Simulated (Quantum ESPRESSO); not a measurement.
Here is a Quantum ESPRESSO 7.5 calculation.

Contents of pw.in:

```
&CONTROL
  calculation = 'scf'
  prefix = 'pwscf'
  outdir = './tmp'
  pseudo_dir = './pseudo'
  tprnfor = .true.
  tstress = .true.
  disk_io = 'low'
/
&SYSTEM
  ibrav = 0
  nat = 2
  ntyp = 2
  ecutwfc = 90
  nbnd = 21
  occupations = 'smearing'
  smearing = 'fd'
  degauss = 0.00367493
  nspin = 2
  starting_magnetization(1) = 0.1875
  starting_magnetization(2) = 0
/
&ELECTRONS
  conv_thr = 4d-10
  electron_maxstep = 120
  mixing_beta = 0.3
/
ATOMIC_SPECIES
Fe    55.8450 Fe.upf
O     15.9990 O.upf
CELL_PARAMETERS angstrom
   0.0000000000    2.1554000000    2.1554000000
   2.1554000000    0.0000000000    2.1554000000
   2.1554000000    2.1554000000    0.0000000000
ATOMIC_POSITIONS angstrom
Fe     0.0000000000    0.0000000000    0.0000000000
O      2.1554000000    2.1554000000    2.1554000000
K_POINTS automatic
8 8 8 0 0 0
```

File nscf.in:

```
&CONTROL
  calculation = 'nscf'
  prefix = 'pwscf'
  outdir = './tmp'
  pseudo_dir = './pseudo'
  disk_io = 'low'
/
&SYSTEM
  ibrav = 0
  nat = 2
  ntyp = 2
  ecutwfc = 90
  nbnd = 26
  occupations = 'smearing'
  smearing = 'fd'
  degauss = 0.00367493
  nspin = 2
  starting_magnetization(1) = 0.1875
  starting_magnetization(2) = 0
  nosym = .true.
  noinv = .true.
/
&ELECTRONS
  conv_thr = 1d-09
  electron_maxstep = 120
  mixing_beta = 0.3
  diago_full_acc = .true.
  startingwfc = 'random'
/
ATOMIC_SPECIES
Fe    55.8450 Fe.upf
O     15.9990 O.upf
CELL_PARAMETERS angstrom
   0.0000000000    2.1554000000    2.1554000000
   2.1554000000    0.0000000000    2.1554000000
   2.1554000000    2.1554000000    0.0000000000
ATOMIC_POSITIONS angstrom
Fe     0.0000000000    0.0000000000    0.0000000000
O      2.1554000000    2.1554000000    2.1554000000
K_POINTS crystal
216
  0.00000000   0.00000000   0.00000000 4.62962963e-03
  0.00000000   0.00000000   0.16666667 4.62962963e-03
  0.00000000   0.00000000   0.33333333 4.62962963e-03
  0.00000000   0.00000000   0.50000000 4.62962963e-03
  0.00000000   0.00000000   0.66666667 4.62962963e-03
  0.00000000   0.00000000   0.83333333 4.62962963e-03
[... 208 lines left out ...]
  0.83333333   0.83333333   0.66666667 4.62962963e-03
  0.83333333   0.83333333   0.83333333 4.62962963e-03
```

File pw2wan_up.in:

```
&INPUTPP
  prefix = 'pwscf'
  outdir = './tmp'
  seedname = 'w_up'
  write_mmn = .true.
  write_amn = .true.
  spin_component = 'up'
  scdm_proj = .true.
  scdm_entanglement = 'erfc'
  scdm_mu = 17.2
  scdm_sigma = 2
/
```

Contents of pw2wan_dn.in:

```
&INPUTPP
  prefix = 'pwscf'
  outdir = './tmp'
  seedname = 'w_dn'
  write_mmn = .true.
  write_amn = .true.
  spin_component = 'down'
  scdm_proj = .true.
  scdm_entanglement = 'erfc'
  scdm_mu = 18.2
  scdm_sigma = 1
/
```

File bands.in:

```
&CONTROL
  calculation = 'bands'
  prefix = 'pwscf'
  outdir = './tmp'
  pseudo_dir = './pseudo'
  disk_io = 'low'
/
&SYSTEM
  ibrav = 0
  nat = 2
  ntyp = 2
  ecutwfc = 90
  nbnd = 26
  occupations = 'smearing'
  smearing = 'fd'
  degauss = 0.00367493
  nspin = 2
  starting_magnetization(1) = 0.1875
  starting_magnetization(2) = 0
/
&ELECTRONS
  conv_thr = 1d-08
  electron_maxstep = 120
  mixing_beta = 0.3
  diago_full_acc = .true.
  startingwfc = 'random'
/
ATOMIC_SPECIES
Fe    55.8450 Fe.upf
O     15.9990 O.upf
CELL_PARAMETERS angstrom
   0.0000000000    2.1554000000    2.1554000000
   2.1554000000    0.0000000000    2.1554000000
   2.1554000000    2.1554000000    0.0000000000
ATOMIC_POSITIONS angstrom
Fe     0.0000000000    0.0000000000    0.0000000000
O      2.1554000000    2.1554000000    2.1554000000
K_POINTS crystal
61
  0.00000000   0.00000000   0.00000000 1
  0.05555600   0.00000000   0.05555600 1
  0.11111100   0.00000000   0.11111100 1
  0.16666700   0.00000000   0.16666700 1
  0.22222200   0.00000000   0.22222200 1
  0.27777800   0.00000000   0.27777800 1
  0.33333300   0.00000000   0.33333300 1
  0.38888900   0.00000000   0.38888900 1
  0.44444400   0.00000000   0.44444400 1
  0.50000000   0.00000000   0.50000000 1
  0.50000000   0.05000000   0.55000000 1
  0.50000000   0.10000000   0.60000000 1
  0.50000000   0.15000000   0.65000000 1
  0.50000000   0.20000000   0.70000000 1
  0.50000000   0.25000000   0.75000000 1
  0.45833300   0.29166700   0.75000000 1
  0.41666700   0.33333300   0.75000000 1
  0.37500000   0.37500000   0.75000000 1
  0.33750000   0.33750000   0.67500000 1
  0.30000000   0.30000000   0.60000000 1
  0.26250000   0.26250000   0.52500000 1
  0.22500000   0.22500000   0.45000000 1
  0.18750000   0.18750000   0.37500000 1
  0.15000000   0.15000000   0.30000000 1
  0.11250000   0.11250000   0.22500000 1
  0.07500000   0.07500000   0.15000000 1
  0.03750000   0.03750000   0.07500000 1
  0.00000000   0.00000000   0.00000000 1
  0.06250000   0.06250000   0.06250000 1
  0.12500000   0.12500000   0.12500000 1
  0.18750000   0.18750000   0.18750000 1
  0.25000000   0.25000000   0.25000000 1
  0.31250000   0.31250000   0.31250000 1
  0.37500000   0.37500000   0.37500000 1
  0.43750000   0.43750000   0.43750000 1
  0.50000000   0.50000000   0.50000000 1
  0.52083300   0.45833300   0.52083300 1
  0.54166700   0.41666700   0.54166700 1
  0.56250000   0.37500000   0.56250000 1
  0.58333300   0.33333300   0.58333300 1
  0.60416700   0.29166700   0.60416700 1
  0.62500000   0.25000000   0.62500000 1
  0.58333300   0.25000000   0.66666700 1
  0.54166700   0.25000000   0.70833300 1
  0.50000000   0.25000000   0.75000000 1
  0.50000000   0.29166700   0.70833300 1
  0.50000000   0.33333300   0.66666700 1
  0.50000000   0.37500000   0.62500000 1
  0.50000000   0.41666700   0.58333300 1
  0.50000000   0.45833300   0.54166700 1
  0.50000000   0.50000000   0.50000000 1
  0.47916700   0.47916700   0.54166700 1
  0.45833300   0.45833300   0.58333300 1
  0.43750000   0.43750000   0.62500000 1
  0.41666700   0.41666700   0.66666700 1
  0.39583300   0.39583300   0.70833300 1
  0.37500000   0.37500000   0.75000000 1
  0.62500000   0.25000000   0.62500000 1
  0.58333300   0.16666700   0.58333300 1
  0.54166700   0.08333300   0.54166700 1
  0.50000000   0.00000000   0.50000000 1
```

The input w_up.win:

```
num_wann = 13
num_bands = 22
auto_projections = true
dis_num_iter = 0
num_iter = 1200
search_shells = 100
kmesh_tol = 1.0d-4
conv_tol = 1.0d-8
conv_window = 4
num_print_cycles = 200
fermi_energy = 14.2015
bands_plot = true
write_hr = true
mp_grid = 6 6 6
exclude_bands = 1-4
spin = up
begin unit_cell_cart
ang
  0.0000000000   2.1554000000   2.1554000000
  2.1554000000   0.0000000000   2.1554000000
  2.1554000000   2.1554000000   0.0000000000
end unit_cell_cart
begin atoms_frac
Fe   0.0000000000   0.0000000000   0.0000000000
O    0.5000000000   0.5000000000   0.5000000000
end atoms_frac
begin kpoint_path
G   0.0000000000   0.0000000000   0.0000000000  X   0.5000000000   0.0000000000   0.5000000000
X   0.5000000000   0.0000000000   0.5000000000  W   0.5000000000   0.2500000000   0.7500000000
W   0.5000000000   0.2500000000   0.7500000000  K   0.3750000000   0.3750000000   0.7500000000
K   0.3750000000   0.3750000000   0.7500000000  G   0.0000000000   0.0000000000   0.0000000000
G   0.0000000000   0.0000000000   0.0000000000  L   0.5000000000   0.5000000000   0.5000000000
L   0.5000000000   0.5000000000   0.5000000000  U   0.6250000000   0.2500000000   0.6250000000
U   0.6250000000   0.2500000000   0.6250000000  W   0.5000000000   0.2500000000   0.7500000000
W   0.5000000000   0.2500000000   0.7500000000  L   0.5000000000   0.5000000000   0.5000000000
L   0.5000000000   0.5000000000   0.5000000000  K   0.3750000000   0.3750000000   0.7500000000
U   0.6250000000   0.2500000000   0.6250000000  X   0.5000000000   0.0000000000   0.5000000000
end kpoint_path
bands_num_points = 9
begin kpoints
  0.00000000   0.00000000   0.00000000
  0.00000000   0.00000000   0.16666667
  0.00000000   0.00000000   0.33333333
  0.00000000   0.00000000   0.50000000
  0.00000000   0.00000000   0.66666667
  0.00000000   0.00000000   0.83333333
[... 208 lines left out ...]
  0.83333333   0.83333333   0.66666667
  0.83333333   0.83333333   0.83333333
end kpoints
```

Contents of w_dn.win:

```
num_wann = 13
num_bands = 22
auto_projections = true
dis_num_iter = 0
num_iter = 1200
search_shells = 100
kmesh_tol = 1.0d-4
conv_tol = 1.0d-8
conv_window = 4
num_print_cycles = 200
fermi_energy = 14.2015
bands_plot = true
write_hr = true
mp_grid = 6 6 6
exclude_bands = 1-4
spin = down
begin unit_cell_cart
ang
  0.0000000000   2.1554000000   2.1554000000
  2.1554000000   0.0000000000   2.1554000000
  2.1554000000   2.1554000000   0.0000000000
end unit_cell_cart
begin atoms_frac
Fe   0.0000000000   0.0000000000   0.0000000000
O    0.5000000000   0.5000000000   0.5000000000
end atoms_frac
begin kpoint_path
G   0.0000000000   0.0000000000   0.0000000000  X   0.5000000000   0.0000000000   0.5000000000
X   0.5000000000   0.0000000000   0.5000000000  W   0.5000000000   0.2500000000   0.7500000000
W   0.5000000000   0.2500000000   0.7500000000  K   0.3750000000   0.3750000000   0.7500000000
K   0.3750000000   0.3750000000   0.7500000000  G   0.0000000000   0.0000000000   0.0000000000
G   0.0000000000   0.0000000000   0.0000000000  L   0.5000000000   0.5000000000   0.5000000000
L   0.5000000000   0.5000000000   0.5000000000  U   0.6250000000   0.2500000000   0.6250000000
U   0.6250000000   0.2500000000   0.6250000000  W   0.5000000000   0.2500000000   0.7500000000
W   0.5000000000   0.2500000000   0.7500000000  L   0.5000000000   0.5000000000   0.5000000000
L   0.5000000000   0.5000000000   0.5000000000  K   0.3750000000   0.3750000000   0.7500000000
U   0.6250000000   0.2500000000   0.6250000000  X   0.5000000000   0.0000000000   0.5000000000
end kpoint_path
bands_num_points = 9
begin kpoints
  0.00000000   0.00000000   0.00000000
  0.00000000   0.00000000   0.16666667
  0.00000000   0.00000000   0.33333333
  0.00000000   0.00000000   0.50000000
  0.00000000   0.00000000   0.66666667
  0.00000000   0.00000000   0.83333333
[... 208 lines left out ...]
  0.83333333   0.83333333   0.66666667
  0.83333333   0.83333333   0.83333333
end kpoints
```

Potentials or basis: PseudoDojo 0.4.1 SR LDA standard.

Launch:

```bash
$ OMP_NUM_THREADS=1 pw.x -in pw.in > pw.out
$ OMP_NUM_THREADS=1 pw.x -in nscf.in > nscf.out
$ wannier90.x -pp w_up
$ OMP_NUM_THREADS=1 pw2wannier90.x -in pw2wan_up.in > pw2wan_up.out
$ wannier90.x w_up
$ wannier90.x -pp w_dn
$ OMP_NUM_THREADS=1 pw2wannier90.x -in pw2wan_dn.in > pw2wan_dn.out
$ wannier90.x w_dn
$ OMP_NUM_THREADS=1 pw.x -in bands.in > bands.out
```

(1) What does it give for the total Wannier spread?

(2) What does it give for the RMS miss of the Wannier bands?

(3) Estimate the band gap on the k mesh.

Results:

(1) 32.20 Å² over 26 functions.

(2) 0.019 eV.

(3) none (metal or under the smearing width).

Caveat: the k mesh is coarse; a cell with one magnetic atom can't hold antiferromagnetic order, which such compounds often take; semilocal functionals often make such compounds metallic where correlation or magnetic order opens a gap, which also shifts bond lengths.

**What was measured.**

From “W\"ustite: Electric, thermodynamic and optical properties of FeO”, 2012, arxiv:1203.1201, for a bulk crystal of FeO: band gap 2.4 eV (optical).

Measured gap of FeO: 2.4 eV (optical; quoted in “W\"ustite: Electric, thermodynamic and optical properties of FeO”, 2012, arxiv:1203.1201). This calculation gives 0.00 eV (-2.40 eV). So large a miss can be the level of theory's own, or it may mean another phase, state or a wrong row. The value is that of LDA on a finite k mesh, which can miss the band edges, without temperature or zero-point motion. Semilocal functionals fall short of measured gaps as a rule. The run's magnetic order (collinear spin, ferromagnetic start) needn't be the measured crystal's.
